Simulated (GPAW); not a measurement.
The system is Ag.

```xyz
1
Lattice="-1.6557 1.6557 1.6557 1.6557 -1.6557 1.6557 1.6557 1.6557 -1.6557" Properties=species:S:1:pos:R:3 pbc="T T T"
Ag    0.0000    0.0000    0.0000
```

This isn't the form of Ag at room conditions, which is fcc.

```yaml
Program: GPAW 26.7.0
Task: relaxation of cell and atoms
Functional: PBEsol
Dispersion: D4
Potentials_or_basis: PAW data sets generated in the run's folder for this functional
Cutoff: 600 eV
Basis: pw
k_mesh: 11 × 11 × 11
Occupations: fermi-dirac, width 0.05 eV
Spin: no spin polarisation
```

At the start: pressure -9.9 GPa; volume 18.15 Å³/atom.

Question: How do energy, volume and symmetry change on relaxing?

Answer: Over 4 steps the energy falls by 61.0 meV/atom and the volume is 16.39 Å³/atom (-9.7 %); space group Im-3m (No. 229, to 0.05 Å).

The path:
| step | energy change (eV) | largest force (eV/Å) | pressure (GPa) | volume (Å³) |
| --- | --- | --- | --- | --- |
| 1 | 0.0000 | 0.0000 | -9.87 | 18.15 |
| 2 | -0.0428 | 0.0000 | -6.04 | 17.30 |
| 3 | -0.0601 | 0.0000 | 1.51 | 16.18 |
| 4 | -0.0610 | 0.0000 | -0.14 | 16.39 |

Final structure:
```
Ag
1.0
    -1.60019    1.60019    1.60019
     1.60019   -1.60019    1.60019
     1.60019    1.60019   -1.60019
Ag
1
Direct
  0.00000 0.00000 0.00000
```

Caveat: later steps reuse the first step's grids; pairwise dispersion overbinds metals, which lowers pressure and volume.
